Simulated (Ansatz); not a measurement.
# Al2Cu: the cost of one run

Computed with Ansatz 0.2.0 (DFT r²SCAN, with the methods named in each step, unless a step's input says otherwise).

3 further runs of the same task are left out: 3 that didn't finish.

## 1. The structure to begin with

Symmetry: I4/mmm, No. 139, tetragonal system. The conventional cell has a = 4.061 Å, b = 4.061 Å, c = 5.702 Å, α = 90.00°, β = 90.00°, γ = 90.00°. Around Al (site symmetry -4m2) lie 4 Cu at 2.48 Å and 6 Al at 2.85 to 2.87 Å. Around Cu (site symmetry 4/mmm) lie 8 Al at 2.48 Å.

As a file:

```cif
data_structure
_symmetry_space_group_name_H-M 'I4/mmm'
_symmetry_Int_Tables_number 139
_cell_length_a 4.0607
_cell_length_b 4.0607
_cell_length_c 5.7022
_cell_angle_alpha 90.000
_cell_angle_beta 90.000
_cell_angle_gamma 90.000
_cell_volume 94.02
loop_
_atom_site_label
_atom_site_type_symbol
_atom_site_symmetry_multiplicity
_atom_site_Wyckoff_symbol
_atom_site_fract_x
_atom_site_fract_y
_atom_site_fract_z
_atom_site_occupancy
Al1 Al 4 d 0.00000 0.50000 0.25000 1
Cu1 Cu 2 b 0.00000 0.00000 0.50000 1
```

The file gives the conventional cell by its symmetry; the runs use the cell typed in the input.

Atoms are numbered in the order of the input: Al1, Al2, Cu3.

## 2. Shortest bond scaled by 1, PAW

File input.yaml:

```yaml
crystal:
  lattice:
    - [-2.0303375, 2.0303375, 2.851094]
    - [2.0303375, -2.0303375, 2.851094]
    - [2.0303375, 2.0303375, -2.851094]
  atoms:
    - { symbol: Al, position: [0.75, 0.25, 0.5] }
    - { symbol: Al, position: [0.25, 0.75, 0.5] }
    - { symbol: Cu, position: [0.5, 0.5, 0.0] }
kpoints:
  mp_grid: { grid: [10, 10, 10] }
scf:
  occupations: { method: fermi_dirac, width: 0.05 }
hamiltonian:
  xc: r2scan
  pseudopotentials: { kind: paw }
output:
  forces: true
  stress: true
  eigenvalues: true
  efg: { contact_densities: true }
  populations: true
```

Started as:

```
> ansatz run input.yaml --threads 1 --pin off --max-ram 3072MiB --backend cpu --events-out ev --progress --plain --runs-dir out
```

What time and memory should one allow on 1 thread of Intel Xeon 6975P-C (Granite Rapids), shared host?

About 7 s, with a peak of 0.57 GiB.
